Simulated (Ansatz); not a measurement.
Two Ansatz runs on Yb

The cell was built from the sc type and relaxed in the same program; it needn't be a known or the stable phase. The listed cell was then made from it by scaling, straining or moving an atom.

First run: DFT, PBE, all-electron LAPW, scalar-relativistic (Ansatz 0.2.0).

Command: `ansatz run input.yaml --threads 1 --pin off --max-ram 2048MiB --backend cpu --events-out ev --progress --plain --runs-dir out` The run took 16 s on 1 thread of Arm Neoverse V1 (shared host), peak memory 0.3 GiB.

```yaml
crystal:
  lattice:
    - [3.4539966166, 0.0, 0.0]
    - [0.0, 3.4539966166, 0.0]
    - [0.0, 0.0, 3.4539966166]
  atoms:
    - { symbol: Yb, position: [0.0, 0.0, 0.0] }
kpoints:
  mp_grid: { grid: [10, 10, 10] }
scf:
  occupations: { method: fermi_dirac, width: 0.05 }
hamiltonian:
  xc: pbe
  pseudopotentials: { kind: all_electron, lapw: { basis_error: 0.00025 } }
output:
  forces: true
  stress: true
  eigenvalues: true
```

Result: converged; pressure -0.55 GPa; no gap on the k mesh; 16 SCF iterations.

Where the f shell is localised, expect the real compound to differ from this run without U.

No spin–orbit coupling, which matters for the heavy atoms here.

The input is then changed:

```diff
@@ -10,4 +10,5 @@
 scf:
   occupations: { method: fermi_dirac, width: 0.05 }
+  n_extra_bands: 16
 hamiltonian:
   xc: pbe
```

**Question.** Predict the outcome of the changed run.

**Answer.** It converged; energy at zero smearing 0.0 meV/atom from the first run; pressure -0.56 GPa; no gap on the k mesh; 16 SCF iterations.

The results part of its log:

```
SCF 1 converged in 16 iterations: F = -382542.652796 eV  dr2 = 6.90e-12
SCF converged after 16 iterations
Free energy (F): -382542.652796 eV
Harris-Foulkes:  -382542.652796 eV  (|F-HF|=1.16e-10)
Internal energy: -382542.636397 eV  (E = F + TS)
E sigma→0 (E₀):  -382542.644597 eV
Entropy (-TS):   -0.016399 eV (-16.399 meV/atom)
Fermi energy:    9.885790 eV
--- Per-component energies (eV) ---
  E_band       = -1671.166849
  E_kinetic    = 423007.037117
  E_xc         = -8002.801343
  E_electrostatic = -797546.872170  (all electrons and nuclei)
  E_smearing   = -0.016399  (= −TS)
  E_closure    = 0.000000  (closes the sum)
  E_atoms      = -382541.444210  (free atoms, spherical and without spin; not in F)
  Σ components = -382542.652796   (vs F -382542.652796, Δ=0.00e0)
  Basis errors (estimates in eV, not in F): energy 2.2e-5 per atom: plane waves 1.4e-5 (7.8e-6 summed), levels above the bands 4.8e-192, relativity 1.0e-8, radial functions 7.9e-6, core shells 3.3e-8; eigenvalues (radial functions only) 4.5e-6; not estimated: angular momenta, meshes, grids; target (lapw.basis_error) 2.5e-4; muffin-tin radii Yb 1.727 Å
--- Forces (eV/Å), atoms counted from 1 ---
  atom   1  Yb     0.00000000     0.00000000     0.00000000
  max |Σ_I F_I| component: 3.29e-32 eV/Å
--- Stress (GPa, compression-positive) ---
       -0.555173       0.000000       0.000000
        0.000000      -0.555173       0.000000
        0.000000       0.000000      -0.555173
  P = ⅓ Tr σ = -0.5552 GPa (-5.552 kbar)
--- Band table (eV; the first three rows and the last of 56) ---
  k-point 0: bands = ["-165.2551", "-165.2551", "-165.2467", "-165.2467", "-165.2467", "-41.8245", "-14.0812", "-14.0812", "-14.0812", "5.2877", "9.5329", "9.5329", "9.5329", "9.5537", "9.5537", "9.5537", "9.6071", "10.6968", "10.6968", "16.2833", "16.2833", "16.2833", "19.2535", "19.2535", "19.2535", "21.8826", "25.0307", "25.0307", "27.4476", "27.4476", "27.4476", "35.5237", "35.5237"]
  k-point 1: bands = ["-165.2551", "-165.2551", "-165.2467", "-165.2467", "-165.2467", "-41.8231", "-14.1163", "-14.0782", "-14.0782", "5.4578", "9.5255", "9.5358", "9.5358", "9.5391", "9.5575", "9.5575", "9.6055", "10.7595", "10.7867", "15.8658", "15.8658", "16.3080", "18.3816", "19.7483", "19.7483", "22.6697", "23.9525", "25.5342", "27.6746", "27.6746", "28.6934", "33.2279", "33.7246"]
  k-point 2: bands = ["-165.2551", "-165.2551", "-165.2467", "-165.2467", "-165.2467", "-41.8195", "-14.2071", "-14.0706", "-14.0706", "5.9405", "9.5087", "9.5098", "9.5407", "9.5407", "9.5709", "9.5709", "9.6011", "10.9250", "10.9284", "15.0928", "15.0928", "16.3736", "17.2510", "20.7431", "20.7431", "22.4215", "23.4220", "27.1733", "28.1958", "28.1958", "30.3167", "30.6413", "32.2734"]
  k-point 55: bands = ["-165.2551", "-165.2551", "-165.2467", "-165.2467", "-165.2467", "-41.7816", "-14.3501", "-14.3501", "-14.3501", "9.4860", "9.5173", "9.5173", "9.5173", "9.6034", "9.6034", "9.6034", "10.5016", "10.5016", "10.5016", "15.6344", "16.4924", "16.4924", "16.4924", "17.9682", "17.9682", "20.3690", "24.4370", "24.4370", "24.4370", "35.0219", "35.0219", "35.0219", "35.9984"]
```
